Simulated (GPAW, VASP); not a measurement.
Given: the input of a run of GPAW 26.7.0 (ASE script) on HgTe (Coloradoite). 

run.py

```python
from ase.dft.bandgap import bandgap
from ase.io import read, write
from ase.units import GPa
from gpaw import GPAW, PW

atoms = read('HgTe.xyz')

calc = GPAW(mode=PW(600),
            xc='PBE',
            kpts={'size': (7, 7, 7), 'gamma': True},
            occupations={'name': 'methfessel-paxton', 'order': 0, 'width': 0.027000000000000003},
            nbands=18,
            convergence={'density': 1e-05, 'energy': 1e-05},
            maxiter=150,
            txt='gpaw.txt')
atoms.calc = calc
energy = atoms.get_potential_energy()
forces = atoms.get_forces()
stress = atoms.get_stress()
calc.write('gs.gpw')
write('result.traj', atoms)
print(f'Energy: {energy:.6f} eV')
print('Forces (eV/A):')
print(forces.round(4))
print('Stress (GPa):', (stress / GPa).round(3))
print('Fermi level:', round(calc.get_fermi_level(), 4), 'eV')
print(f'Gap: {bandgap(calc)[0]:.4f} eV, direct: {bandgap(calc, direct=True)[0]:.4f} eV')
```

File HgTe.xyz:

```xyz
2
Lattice="0.0000000000 3.2145000000 3.2145000000 3.2145000000 0.0000000000 3.2145000000 3.2145000000 3.2145000000 0.0000000000" Properties=species:S:1:pos:R:3 pbc="T T T"
Hg     0.0000000000      0.0000000000      0.0000000000
Te     4.8217500000      4.8217500000      4.8217500000
```

Potentials or basis: GPAW PAW data sets (gpaw-data 1.2.1), pw.

The run is started by

```bash
$ OMP_NUM_THREADS=1 python run.py
```

Task: Set up the same calculation for VASP 6.6.1. Potentials or basis there: PBE PAW files Hg, Te, 520 eV.

Result: As run (cutoffs and basis follow the program's own potentials, and thresholds, step limits or extra output files can differ):

File INCAR:

```
SYSTEM = HgTe
PREC = Accurate
ENCUT = 520
EDIFF = 1E-7
ISMEAR = 0
SIGMA = 0.027000000000000003
LREAL = .FALSE.
LASPH = .TRUE.
NELM = 80
ALGO = Fast
ISIF = 2
LWAVE = .FALSE.
LCHARG = .FALSE.
GGA = PE
NBANDS = 16
```

File KPOINTS:

```
regular mesh
0
G
  7 7 7
  0 0 0
```

POSCAR

```
HgTe
1.0
    0.0000000000      3.2145000000      3.2145000000
    3.2145000000      0.0000000000      3.2145000000
    3.2145000000      3.2145000000      0.0000000000
Hg Te
1 1
Direct
    0.0000000000      0.0000000000      0.0000000000
    0.7500000000      0.7500000000      0.7500000000
```

Potentials or basis: VASP PAW PBE potentials, release 64 (Hg, Te).

Run with:

```sh
$ cat potpaw_PBE.64/Hg/POTCAR potpaw_PBE.64/Te/POTCAR > POTCAR
$ mpirun -np 1 vasp_std > vasp.out
```

Both were run:

|  | GPAW | VASP |
| --- | --- | --- |
| Pressure | 4.5 GPa | 4.6 GPa |

The potentials hold 24 and 18 valence electrons a cell.

Pressure is positive in compression.
